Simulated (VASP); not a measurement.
# V (Im-3m) in VASP: further runs, part 2 of 2

VASP 6.6.1. Earlier steps stand in the parts before.

### 8 Equation of state, PBE, collinear spin, ferromagnetic start

No new run: the results of the series are fitted here.

Results:

| Quantity | Value |
| --- | --- |
| Equilibrium volume | 13.48 Å³/atom |
| Bulk modulus | 180 GPa |
| Pressure derivative of the bulk modulus | 3.7 |

Energy against volume, from the lowest point:
| volume (Å³/atom) | energy (meV/atom) |
| --- | --- |
| 13.058 | 7.13 |
| 13.336 | 0.19 |
| 13.613 | 0.00 |
| 13.891 | 5.95 |
| 14.169 | 17.51 |
| 14.447 | 34.13 |
| 14.725 | 55.32 |

### 9 Equation of state, PBEsol, collinear spin, ferromagnetic start, 13.06 Å³/atom (volume scaled by 0.94)

The input, INCAR:

```
PREC = Accurate
ENCUT = 520
EDIFF = 1E-7
ISMEAR = -1
SIGMA = 0.05
LREAL = F
LASPH = T
NELM = 120
ALGO = Normal
ISIF = 2
LWAVE = F
LCHARG = F
ISPIN = 2
MAGMOM = 2
LORBIT = 11
LMAXMIX = 4
GGA = PS
NBANDS = 16
```

The input, KPOINTS:

```
regular mesh
0
Gamma
  12 12 12
```

The input, POSCAR:

```
V
1.0
   -1.4834362237      1.4834362237      1.4834362237
    1.4834362237     -1.4834362237      1.4834362237
    1.4834362237      1.4834362237     -1.4834362237
V
1
Direct
    0.0000000000      0.0000000000      0.0000000000
```

Potentials or basis: VASP PAW PBE potentials, release 64 (V_sv).

Started as:

```
$ cat potpaw_PBE.64/V_sv/POTCAR > POTCAR
$ mpirun -np 1 vasp_std > vasp.out
```

It took 17 s on 1 thread of Intel Xeon 6975P-C (Granite Rapids), shared host; peak memory 0.14 GiB.

It converged, with:

```yaml
Free_energy: -9.6362 eV
Pressure: -1.5 GPa
Band_gap_on_the_k_mesh: none (metal or under the smearing width)
Net_moment: 0.00 μB per cell
Valence_electrons_inside_the_program's_atomic_spheres: V 11.71
```

Caveat: the PAW data sets were made with another functional, which shifts forces and pressure a little.

### 10 Equation of state, PBEsol, collinear spin, ferromagnetic start, 13.34 Å³/atom (volume scaled by 0.96)

INCAR is that of step 9.

KPOINTS is that of step 9.

The input, POSCAR:

```
V
1.0
   -1.4938833019      1.4938833019      1.4938833019
    1.4938833019     -1.4938833019      1.4938833019
    1.4938833019      1.4938833019     -1.4938833019
V
1
Direct
    0.0000000000      0.0000000000      0.0000000000
```

Started as:

```
$ cat potpaw_PBE.64/V_sv/POTCAR > POTCAR
$ mpirun -np 1 vasp_std > vasp.out
```

It took 15 s on 1 thread of Intel Xeon 6975P-C (Granite Rapids), shared host; peak memory 0.14 GiB.

Results (log left out):

```yaml
Free_energy: -9.6304 eV
Pressure: -5.3 GPa
Band_gap_on_the_k_mesh: none (metal or under the smearing width)
Net_moment: 0.00 μB per cell
Valence_electrons_inside_the_program's_atomic_spheres: V 11.68
```

Caveat: the PAW data sets were made with another functional, which shifts forces and pressure a little.

### 11 Equation of state, PBEsol, collinear spin, ferromagnetic start, 13.61 Å³/atom (volume scaled by 0.98)

INCAR is that of step 10.

KPOINTS is that of step 10.

The input, POSCAR:

```
V
1.0
   -1.5041862709      1.5041862709      1.5041862709
    1.5041862709     -1.5041862709      1.5041862709
    1.5041862709      1.5041862709     -1.5041862709
V
1
Direct
    0.0000000000      0.0000000000      0.0000000000
```

Started as:

```
$ cat potpaw_PBE.64/V_sv/POTCAR > POTCAR
$ mpirun -np 1 vasp_std > vasp.out
```

It took 14 s on 1 thread of Intel Xeon 6975P-C (Granite Rapids), shared host; peak memory 0.14 GiB.

Results (log left out):

```yaml
Free_energy: -9.6183 eV
Pressure: -8.7 GPa
Band_gap_on_the_k_mesh: none (metal or under the smearing width)
Net_moment: 0.00 μB per cell
Valence_electrons_inside_the_program's_atomic_spheres: V 11.64
```

Caveat: the PAW data sets were made with another functional, which shifts forces and pressure a little.

### 12 Equation of state, PBEsol, collinear spin, ferromagnetic start, 14.17 Å³/atom (volume scaled by 1.02)

INCAR is that of step 11.

KPOINTS is that of step 11.

The input, POSCAR:

```
V
1.0
   -1.5243791002      1.5243791002      1.5243791002
    1.5243791002     -1.5243791002      1.5243791002
    1.5243791002      1.5243791002     -1.5243791002
V
1
Direct
    0.0000000000      0.0000000000      0.0000000000
```

Potentials or basis: VASP PAW PBE potentials, release 64 (V_sv).

Started as:

```
$ cat potpaw_PBE.64/V_sv/POTCAR > POTCAR
$ mpirun -np 1 vasp_std > vasp.out
```

It took 15 s on 1 thread of Intel Xeon 6975P-C (Granite Rapids), shared host; peak memory 0.14 GiB.

It converged, with:

```
Free energy                                           : -9.5775 eV
Pressure                                              : -14.7 GPa
Band gap on the k mesh                                : none (metal or under the smearing width)
Net moment                                            : 0.00 μB per cell
Valence electrons inside the program's atomic spheres : V 11.57
```

Caveat: the PAW data sets were made with another functional, which shifts forces and pressure a little.

### 13 Equation of state, PBEsol, collinear spin, ferromagnetic start, 14.45 Å³/atom (volume scaled by 1.04)

INCAR is that of step 12.

KPOINTS is that of step 12.

The input, POSCAR:

```
V
1.0
   -1.5342779432      1.5342779432      1.5342779432
    1.5342779432     -1.5342779432      1.5342779432
    1.5342779432      1.5342779432     -1.5342779432
V
1
Direct
    0.0000000000      0.0000000000      0.0000000000
```

Started as:

```
$ cat potpaw_PBE.64/V_sv/POTCAR > POTCAR
$ mpirun -np 1 vasp_std > vasp.out
```

It took 16 s on 1 thread of Intel Xeon 6975P-C (Granite Rapids), shared host; peak memory 0.14 GiB.

It converged, with:

```
Free energy                                           : -9.5499 eV
Pressure                                              : -17.2 GPa
Band gap on the k mesh                                : none (metal or under the smearing width)
Net moment                                            : 0.00 μB per cell
Valence electrons inside the program's atomic spheres : V 11.54
```

Caveat: the PAW data sets were made with another functional, which shifts forces and pressure a little.

### 14 Equation of state, PBEsol, collinear spin, ferromagnetic start, 14.72 Å³/atom (volume scaled by 1.06)

INCAR is that of step 13.

KPOINTS is that of step 13.

The input, POSCAR:

```
V
1.0
   -1.5440506776      1.5440506776      1.5440506776
    1.5440506776     -1.5440506776      1.5440506776
    1.5440506776      1.5440506776     -1.5440506776
V
1
Direct
    0.0000000000      0.0000000000      0.0000000000
```

Started as:

```
$ cat potpaw_PBE.64/V_sv/POTCAR > POTCAR
$ mpirun -np 1 vasp_std > vasp.out
```

It took 16 s on 1 thread of Intel Xeon 6975P-C (Granite Rapids), shared host; peak memory 0.14 GiB.

Results (log left out):

- Free energy: -9.5181 eV
- Pressure: -19.5 GPa
- Band gap on the k mesh: none (metal or under the smearing width)
- Net moment: 0.00 μB per cell
- Valence electrons inside the program's atomic spheres: V 11.52

Caveat: the PAW data sets were made with another functional, which shifts forces and pressure a little.

### 15 Equation of state, PBEsol, collinear spin, ferromagnetic start

Potentials or basis: VASP PAW PBE potentials, release 64 (V_sv).

This step only gathers the single runs of the series.

What came out:

```yaml
Equilibrium_volume: "12.96 Å³/atom (rough: see the caveat)"
Bulk_modulus: 194 GPa (rough)
```

Energy against volume, from the lowest point:
```
volume (Å³/atom)  energy (meV/atom)
          13.058               0.00
          13.336               5.84
          13.613              17.94
          13.891              35.73
          14.169              58.70
          14.447              86.31
          14.725             118.12
```

Caveat: the minimum lies outside the volumes run; the PAW data sets were made with another functional, which shifts forces and pressure a little.
